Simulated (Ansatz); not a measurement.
# Ir: clamped-ion strain scan

These are results of DFT PBE, scalar-relativistic, plane waves, PAW in Ansatz 0.2.0, not measurements. Settings: plane waves to 420 eV, k-mesh 18×18×12 (Γ-centred), Gaussian smearing 0.02 eV. Spin–orbit coupling is left out, which can shift energies with elements as heavy as these. No spin polarisation. Energies are free energies at this smearing, counted from the undisturbed cell; pressure is positive in compression.

The starting cell (as given, not relaxed at this level; it stands at -1.6 GPa; this form isn't the usual structure):

```yaml
crystal:
  lattice:
    - [2.75138, 0.00000, 0.00000]
    - [-1.37569, 2.38276, 0.00000]
    - [0.00000, 0.00000, 4.46229]
  atoms:
    - { symbol: Ir, position: [0.66667, 0.33333, 0.75000] }
    - { symbol: Ir, position: [0.33333, 0.66667, 0.25000] }
```

The cell is strained by ε times the Voigt pattern (0, 0, 0, 0, 0, 1) (xx, yy, zz, yz, xz, xy; engineering shear) with fractional coordinates fixed. The cell is metallic on the mesh throughout.

```
      ε  ΔE (meV/atom) stress summed along the pattern (GPa, tension positive) pressure (GPa)
-0.1500          200.1                                                   -27.08             6.8
-0.0750           50.9                                                   -14.67             0.5
 0.0000            0.0                                                     0.00            -1.6
 0.0187            3.2                                                     3.78            -1.5
 0.0375           12.9                                                     7.50            -1.1
 0.0562           28.8                                                        ?               ?
 0.0937           79.2                                                    18.31             1.7
 0.1125          114.2                                                    21.88             3.1
 0.1312          154.6                                                        ?               ?
```

By symmetry 0.1500 repeats -0.1500, -0.1125 repeats 0.1125, 0.0750 repeats -0.0750, -0.0375 repeats 0.0375 in energy; the slope of the energy along the path changes sign there.

Q: Give the withheld values.

A: stress summed along the pattern (GPa, tension positive) at ε = 0.0562: 11.07; pressure (GPa) at ε = 0.0562: -0.4; stress summed along the pattern (GPa, tension positive) at ε = 0.1312: 24.56; pressure (GPa) at ε = 0.1312: 4.8.

Cost: 9 runs of about 4 core-minutes in all, on Arm Neoverse V1 (shared hosts).